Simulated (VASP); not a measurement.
# Ni (Fm-3m) in VASP: further runs, part 2 of 2

VASP 6.6.1. The steps go on from the part before.

## (5) Relaxation of cell and atoms, PBE+D2, collinear spin, ferromagnetic start

File INCAR:

```
  PREC = Accurate
  ENCUT = 600
  EDIFF = 1E-6
  ISMEAR = -1
  SIGMA = 0.05
  LREAL = F
  LASPH = T
  NELM = 150
  ALGO = Fast
  ISIF = 3
  LWAVE = F
  LCHARG = F
  ISPIN = 2
  MAGMOM = 1
  LORBIT = 11
  LMAXMIX = 4
  GGA = PE
  IVDW = 1
  IBRION = 2
  NSW = 40
  EDIFFG = -0.005
```

File KPOINTS:

```
Automatic mesh
0
Gamma
  10 10 10
```

File POSCAR:

```
Ni
1.0
    0.0000000000      1.7375729330      1.7375729330
    1.7375729330      0.0000000000      1.7375729330
    1.7375729330      1.7375729330      0.0000000000
Ni
1
Direct
    0.0000000000      0.0000000000      0.0000000000
```

Potentials or basis: VASP PAW PBE potentials, release 64 (Ni).

The run is started by

```console
$ cat potpaw_PBE.64/Ni/POTCAR > POTCAR
$ mpirun -np 1 vasp_std > vasp.out
```

OUTCAR:

```text
PREC = Accurate
   ENCUT = 600
   EDIFF = 1E-6
   ISMEAR = -1
   LREAL = F
   LASPH = T
   NELM = 150
   ISIF = 3
   ISPIN = 2
   LORBIT = 11
   GGA = PE
   IVDW = 1
   IBRION = 2
   NSW = 40
   EDIFFG = -0.005
  IVDW =   1

 ion  position               nearest neighbor table
   1  0.000  0.000  0.000-

  LATTYP: Found a face centered cubic cell.
 ALAT       =     3.4751458660

  Lattice vectors:

 A1 = (   0.0000000000,   1.7375729330,   1.7375729330)
 A2 = (   1.7375729330,   0.0000000000,   1.7375729330)
 A3 = (   1.7375729330,   1.7375729330,   0.0000000000)

Analysis of symmetry for initial positions (statically):
=====================================================================
 Subroutine PRICEL returns:
 Original cell was already a primitive cell.
[... 1111 lines left out ...]

 number of electron       9.9999995 magnetization       0.6981079

 Free energy of the ion-electron system (eV)
  ---------------------------------------------------
  ext. energy  EPLUGINS =         0.00000000
  ---------------------------------------------------
  free energy    TOTEN  =        -5.46102285 eV

  energy without entropy =       -5.44776249  energy(sigma->0) =       -5.45439267

 E-fermi :  10.0845     XC(G=0): -13.5427

 val. band max:       10.0783913433   @ k =  -0.4000   0.2000   0.0000
 cond. band min:      10.0887941178   @ k =   0.4000   0.4000   0.0000
 fundamental gap:      0.0104027745
 Fermi energy:        10.0845025151

 spin component 1

 k-point     1 :       0.0000    0.0000    0.0000
  band No.  band energies     occupation
      1       0.7147      1.00000
      2       7.4637      1.00000
      3       7.4637      1.00000
      4       7.4637      1.00000
      5       8.7258      1.00000
      6       8.7258      1.00000
      7      34.1990      0.00000
      8      38.4343      0.00000
      9      38.4343      0.00000
     10      38.4343      0.00000
[... 649 lines left out ...]
  FREE ENERGIE OF THE ION-ELECTRON SYSTEM (eV)
  ---------------------------------------------------
  free  energy   TOTEN  =        -5.9550161817 eV

  energy  without entropy=       -5.9417558221  energy(sigma->0) =       -5.94838600

 reached required accuracy - stopping structural energy minimisation

 total charge

# of ion       s       p       d       tot
------------------------------------------
    1        0.521   0.545   8.333   9.398

 magnetization (x)

# of ion       s       p       d       tot
------------------------------------------
    1       -0.004  -0.023   0.730   0.704
```

CONTCAR:

```text
Ni
   1.00000000000000
     0.0000000000000000    1.7308130109212845    1.7308130109212845
     1.7308130109212845    0.0000000000000000    1.7308130109212845
     1.7308130109212845    1.7308130109212845    0.0000000000000000
  Ni
     1
Direct
     0.0000000000000000    1.0000000000000000    0.0000000000000000

  0.00000000E+00  0.00000000E+00  0.00000000E+00
```

It took 21 s on 1 thread of Intel Xeon 6975P-C (Granite Rapids), shared host; peak memory 0.14 GiB.

What came out:

* Free energy: -5.9550 eV
* Relaxed volume: 10.37 Å³/atom
* Relaxed cell: a = 2.448 Å, b = 2.448 Å, c = 2.448 Å, α = 60.00°, β = 60.00°, γ = 60.00°
* Space group after relaxing (to 0.05 Å): Fm-3m (No. 225)
* Energy gained by relaxing: 1.0 meV/atom
* Ionic steps: 8
* Pressure after relaxing: 0.0 GPa
* Band gap on the k mesh: none (metal or under the smearing width)
* Net moment: 0.70 μB per cell
* Site moments: Ni +0.70 μB
* Valence electrons inside the program's atomic spheres: Ni 9.40
* Dispersion energy per atom: -0.494 eV

The path:
```
step  energy change (eV)  largest force (eV/Å)  pressure (GPa)  volume (Å³)
   1              0.0000                0.0000           -2.66        10.49
   2              0.0003                0.0000            2.82        10.23
   3             -0.0010                0.0000           -0.14        10.37
   4             -0.0010                0.0000            0.18        10.37
   5             -0.0010                0.0000           -0.15        10.37
   6             -0.0010                0.0000            0.71        10.37
   7             -0.0010                0.0000           -0.48        10.37
   8             -0.0010                0.0000           -0.03        10.37
```

Final structure:
```
CELL_PARAMETERS angstrom
0.00000 1.73081 1.73081
1.73081 0.00000 1.73081
1.73081 1.73081 0.00000
ATOMIC_POSITIONS crystal
Ni 0.00000 0.00000 0.00000
```

Levels at points of the mesh, in eV from the Fermi level:
Spin up:
| k point | band 2 | band 3 | band 4 | band 5 | band 6 | band 7 | band 8 | band 9 |
| --- | --- | --- | --- | --- | --- | --- | --- | --- |
| (0.00, 0.00, 0.00) | -2.62 | -2.62 | -2.62 | -1.36 | -1.36 | 24.11 | 28.35 | 28.35 |
| (0.50, 0.00, 0.00) | -2.60 | -2.60 | -0.66 | -0.66 | -0.40 | 5.97 | 22.58 | 25.50 |
| (0.50, 0.50, 0.00) | -4.51 | -0.60 | -0.52 | -0.52 | 2.46 | 9.62 | 15.26 | 15.26 |
Spin down:
```
           k point  band 3  band 4  band 5  band 6  band 7  band 8
(0.00, 0.00, 0.00)   -1.79   -1.79   -0.71   -0.71   23.97   28.35
(0.50, 0.00, 0.00)   -1.92   -0.44    0.18    0.18    6.45   22.45
(0.50, 0.50, 0.00)    0.08    0.43    0.43    2.44    9.91   15.29
```

Caveat: atom-pairwise D2, TS and ULG terms overbind metals; pairwise dispersion overbinds metals, which lowers pressure and volume.

## (6) Relaxation of cell and atoms, PBE+D3, collinear spin, ferromagnetic start

INCAR, as its differences from that of step 5:

```diff
@@ -17,3 +17,3 @@
   GGA = PE
-  IVDW = 1
+  IVDW = 11
   IBRION = 2
```

KPOINTS is that of step 5.

POSCAR is that of step 5.

Potentials or basis: VASP PAW PBE potentials, release 64 (Ni).

The run is started by

```console
$ cat potpaw_PBE.64/Ni/POTCAR > POTCAR
$ mpirun -np 1 vasp_std > vasp.out
```

OUTCAR:

```text
PREC = Accurate
   ENCUT = 600
   EDIFF = 1E-6
   ISMEAR = -1
   LREAL = F
   LASPH = T
   NELM = 150
   ISIF = 3
   ISPIN = 2
   LORBIT = 11
   GGA = PE
   IVDW = 11
   IBRION = 2
   NSW = 40
   EDIFFG = -0.005
 IVDW          = 11

 ion  position               nearest neighbor table
   1  0.000  0.000  0.000-

  LATTYP: Found a face centered cubic cell.
 ALAT       =     3.4751458660

  Lattice vectors:

 A1 = (   0.0000000000,   1.7375729330,   1.7375729330)
[... 890 lines left out ...]
  --------------------------------------------------------------------------------------
  -------------------------------------------------------------------------------------
  Total      -0.00126    -0.00126    -0.00126    -0.00000    -0.00000     0.00000
  in kB      -0.19102    -0.19102    -0.19102    -0.00000    -0.00000     0.00000
  external pressure =       -0.19 kB  Pullay stress =        0.00 kB

 VOLUME and BASIS-vectors are now :
 -----------------------------------------------------------------------------
  energy-cutoff  :      600.00
  volume of cell :       10.55
      direct lattice vectors                 reciprocal lattice vectors
     0.000000000  1.740976430  1.740976430    -0.287195157  0.287195157  0.287195157
     1.740976430 -0.000000000  1.740976430     0.287195157 -0.287195157  0.287195157
     1.740976430  1.740976430  0.000000000     0.287195157  0.287195157 -0.287195157

 POSITION                                       TOTAL-FORCE (eV/Angst)
 -----------------------------------------------------------------------------------
      0.00000      0.00000      0.00000        -0.000000      0.000000      0.000000
 -----------------------------------------------------------------------------------
    total drift:                                0.000000      0.000000      0.000000

  FREE ENERGIE OF THE ION-ELECTRON SYSTEM (eV)
  ---------------------------------------------------
  free  energy   TOTEN  =        -5.8797413104 eV

  energy  without entropy=       -5.8663712450  energy(sigma->0) =       -5.87305628

 reached required accuracy - stopping structural energy minimisation

 total charge

# of ion       s       p       d       tot
------------------------------------------
    1        0.513   0.528   8.324   9.364

 magnetization (x)

# of ion       s       p       d       tot
------------------------------------------
    1       -0.004  -0.023   0.737   0.711
```

CONTCAR:

```text
Ni
   1.00000000000000
     0.0000000000000000    1.7409764301852955    1.7409764301852955
     1.7409764301852955   -0.0000000000000000    1.7409764301852955
     1.7409764301852955    1.7409764301852955    0.0000000000000000
  Ni
     1
Direct
     0.0000000000000000    0.0000000000000000    0.0000000000000000

  0.00000000E+00  0.00000000E+00  0.00000000E+00
```

Run time: 8.9 s. Hardware: 1 thread of Intel Xeon 6975P-C (Granite Rapids), shared host; peak memory 0.14 GiB.

What came out:

* Free energy: -5.8797 eV
* Relaxed volume: 10.55 Å³/atom
* Relaxed cell: a = 2.462 Å, b = 2.462 Å, c = 2.462 Å, α = 60.00°, β = 60.00°, γ = 60.00°
* Space group after relaxing (to 0.05 Å): Fm-3m (No. 225)
* Energy gained by relaxing: 0.1 meV/atom
* Ionic steps: 2
* Pressure after relaxing: 0.0 GPa
* Band gap on the k mesh: none (metal or under the smearing width)
* Net moment: 0.70 μB per cell
* Site moments: Ni +0.71 μB
* Valence electrons inside the program's atomic spheres: Ni 9.36
* Dispersion energy per atom: -0.408 eV

Final structure:
```
CELL_PARAMETERS angstrom
0.00000 1.74098 1.74098
1.74098 0.00000 1.74098
1.74098 1.74098 0.00000
ATOMIC_POSITIONS crystal
Ni 0.00000 0.00000 0.00000
```

Levels at points of the mesh, in eV from the Fermi level:
Spin up:
| k point | band 2 | band 3 | band 4 | band 5 | band 6 | band 7 | band 8 | band 9 |
| --- | --- | --- | --- | --- | --- | --- | --- | --- |
| (0.00, 0.00, 0.00) | -2.58 | -2.58 | -2.58 | -1.35 | -1.35 | 23.97 | 28.06 | 28.06 |
| (0.50, 0.00, 0.00) | -2.56 | -2.56 | -0.66 | -0.66 | -0.37 | 5.84 | 22.44 | 25.18 |
| (0.50, 0.50, 0.00) | -4.42 | -0.61 | -0.53 | -0.53 | 2.45 | 9.46 | 15.09 | 15.09 |
Spin down:
```csv
k point,band 3,band 4,band 5,band 6,band 7,band 8
"(0.00, 0.00, 0.00)",-1.75,-1.75,-0.69,-0.69,23.82,28.06
"(0.50, 0.00, 0.00)",-1.87,-0.41,0.17,0.17,6.32,22.31
"(0.50, 0.50, 0.00)",0.08,0.42,0.42,2.43,9.74,15.12
```

Caveat: pairwise dispersion overbinds metals, which lowers pressure and volume.

## (7) For comparison

An earlier run on the cell as given: functional PBEsol; potentials or basis VASP PAW PBE potentials, release 64 (Ni); cutoff 520 eV; k mesh 13 × 13 × 13; occupations fermi-dirac, width 0.05 eV; collinear spin, ferromagnetic start; starting moments [1.0] μB.

* Pressure: -2.4 GPa
* Band gap on the k mesh: none (metal or under the smearing width)
* Net moment: 0.62 μB per cell
* Site moments: Ni +0.63 μB
* Valence electrons inside the program's atomic spheres: Ni 9.38

## (8) The runs side by side

| task | level | cell | k mesh | cutoff (eV) | smearing | ladder | gap on the mesh (eV) | pressure (GPa) | moment (μB) | relaxed volume (Å³/atom) |
| --- | --- | --- | --- | --- | --- | --- | --- | --- | --- | --- |
| single point | PBE | as given | 13 × 13 × 13 | 520 | gaussian 0.028 eV | - | none | 7.7 | 0.62 | - |
| single point | r2SCAN | as given | 17 × 17 × 17 | 900 | methfessel-paxton 0.1 eV | - | none | 0.5 | 0.70 | - |
| relaxation of cell and atoms | PBE | relaxed | 10 × 10 × 10 | 600 | fermi-dirac 0.05 eV | - | none | 0.1 | 0.71 | 10.91 |
| relaxation of cell and atoms | PBE+D2 | relaxed | 10 × 10 × 10 | 600 | fermi-dirac 0.05 eV | - | none | 0.0 | 0.70 | 10.37 |
| relaxation of cell and atoms | PBE+D3 | relaxed | 10 × 10 × 10 | 600 | fermi-dirac 0.05 eV | - | none | 0.0 | 0.70 | 10.55 |
| single point | PBEsol | as given | 13 × 13 × 13 | 520 | fermi-dirac 0.05 eV | free | none | -2.4 | 0.62 | - |

Alike in all rows: potentials or basis VASP PAW PBE potentials, release 64 (Ni); spin collinear, ferromagnetic start.

Every run on the cell as given and a fine mesh finds a metal. The pressure there spans -2.4 GPa (PBEsol) to 7.7 GPa (PBE); a positive pressure means that this level wants a larger cell, a negative one a smaller.

Caveats: the PAW data sets were made with another functional, which shifts forces and pressure a little (some runs); pairwise dispersion overbinds metals, which lowers pressure and volume (some runs); atom-pairwise D2, TS and ULG terms overbind metals (some runs).

Total energies depend on the potentials used, so only differences within one code and one set of settings carry meaning.
